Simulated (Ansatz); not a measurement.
## Structure relaxation of Sr

Method: Ansatz, DFT PBE, scalar-relativistic, plane waves, PAW. Cutoff 420 eV, Γ-centred k mesh, Gaussian smearing, no spin polarisation in the final step.

The start puts Sr on the sites of a reported Ga cell (C2/c, No. 15), at a guessed volume.

```xyz
2
Lattice="2.0312 -5.9137 0.0000 2.0312 5.9137 0.0000 -0.1725 0.0000 4.8906" Properties=species:S:1:pos:R:3 pbc="T T T"
Sr    1.9881   -4.3643    1.2227
Sr    1.9018    4.3643    3.6680
```

Cell and atoms relax at zero pressure; the relaxation can't lower the symmetry of the start.

Energies count from the standard state of Sr at the same level.

(1) What does it relax into?

(2) What are its volume, energy, density and gap?

Results:

(1) It ends in Fddd (No. 70). Conventional cell: a = 4.124 Å, b = 7.529 Å, c = 14.109 Å. Around Sr lie 10 Sr at 4.12–4.29 Å and 4 Sr at 5.05 Å.

Space group Fddd:1 (No. 70). a = 4.124 Å, b = 7.529 Å, c = 14.109 Å, α = 90.00°, β = 90.00°, γ = 90.00°
```tsv
atom	site	symmetry	x	y	z
Sr	8b	222	0.7500	0.7500	0.7500
```

(2) The volume per atom is 54.75 Å³ and the density is 2.66 g/cm³. The energy over the standard structure is 0.03 eV/atom and the gap on the 16×16×14 mesh is 0 eV (a metal).

The final run used a 16×16×14 mesh on its 2-atom cell and 0.10 eV smearing. For metals, differences of a few meV/atom aren't resolved. Symmetry constrained the relaxation, so the result can be a saddle point. The steps took about 5 core-minutes in all.

This form isn't the element's structure at ambient conditions.